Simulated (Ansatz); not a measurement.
# Cu2O, space group Pn-3m: relaxations under a series of pressures

Program: Ansatz's Python interface.

The script reads `cu2o.vasp`:
```text
Cu2O
1.0
   4.26000000    0.00000000    0.00000000
   0.00000000    4.26000000    0.00000000
   0.00000000    0.00000000    4.26000000
Cu O
4 2
Direct
   0.25000000    0.25000000    0.25000000
   0.25000000    0.75000000    0.75000000
   0.75000000    0.75000000    0.25000000
   0.75000000    0.25000000    0.75000000
   0.00000000    0.00000000    0.00000000
   0.50000000    0.50000000    0.50000000
```

Run as a notebook:

In [1]:
```python
import ansatz
from ase.io import read
import numpy as np
```

In [2]:
```python
def edges_and_angles(cell):
    cell = np.asarray(cell)
    a, b, c = np.linalg.norm(cell, axis=1)
    cosines = cell[1] @ cell[2] / (b * c), cell[0] @ cell[2] / (a * c), cell[0] @ cell[1] / (a * b)
    return (a, b, c, *np.degrees(np.arccos(cosines)))
```

In [3]:
```python
atoms = read('cu2o.vasp', format='vasp')
crystal = ansatz.Crystal.from_ase(atoms)
```

In [4]:
```python
calc = crystal.calculation()
calc = calc.basis(31 * ansatz.Ry)
calc = calc.pseudopotentials('paw').functional(ansatz.Functional.PBE)
calc = calc.occupations('fixed').kpoints(mesh=(6, 6, 6))
```

In [5]:
```python
rows = []
for pressure in [0, 5, 10, 20]:
    done = calc.relax(cell=True, pressure=pressure, max_steps=100).run(threads=1, pin='off')
    cell = done.lattice.cell_ang
    n_atoms = len(done.lattice.sites)
    volume = abs(np.linalg.det(cell)) / n_atoms
    enthalpy = done.report['free_energy_ev'] / n_atoms + pressure * volume / 160.21766
    rows.append((pressure, volume, enthalpy, *edges_and_angles(cell)))
    print(f'{pressure} GPa done: {volume:.4f} A^3/atom')

print(' P (GPa)  V (A^3/atom)  H (eV/atom)     a       b       c')
for row in rows:
    print('{:8.1f} {:12.4f} {:14.5f} {:7.4f} {:7.4f} {:7.4f}'.format(*row[:6]))
p, v = np.array([row[0] for row in rows], float), np.array([row[1] for row in rows])
print('mean bulk modulus between rows (GPa):', np.round(-np.diff(p) / np.diff(np.log(v)), 1))
```
```text
0 GPa done: 13.2372 A^3/atom
5 GPa done: 12.7127 A^3/atom
10 GPa done: 12.2825 A^3/atom
20 GPa done: 11.6111 A^3/atom
 P (GPa)  V (A^3/atom)  H (eV/atom)     a       b       c
     0.0      13.2372    -4605.49866  4.2985  4.2985  4.2985
     5.0      12.7127    -4605.09408  4.2409  4.2409  4.2409
    10.0      12.2825    -4604.70431  4.1926  4.1926  4.1926
    20.0      11.6111    -4603.95974  4.1147  4.1147  4.1147
mean bulk modulus between rows (GPa): [123.7 145.2 177.9]
```

The volume falls from 13.24 Å³ an atom at 0 GPa to 11.61 at 20 GPa, by 12.3 %. Between 0 and 5 GPa, -V dP/dV is about 124 GPa, a mean over that step.

Total energies depend on the potentials; only differences at equal settings carry meaning. No spin polarisation was allowed. At a fixed pressure a relaxation lowers the enthalpy F + PV, while F alone can rise. Of the deposited cell: the entry's cell lengths or inner coordinates differ somewhat from later room-temperature determinations. Without a Hubbard U or exact exchange, semilocal functionals often make such 3d compounds metallic or too weakly gapped. The structure is a deposited one; some such entries were measured under pressure or heat, so a shift against it needn't be the functional's error alone. Symmetry holds the cell in this phase, whether or not it is the stable one at each pressure. Finished in 100 s on 1 thread of Arm Neoverse V1 (shared host), peak memory 0.5 GiB.
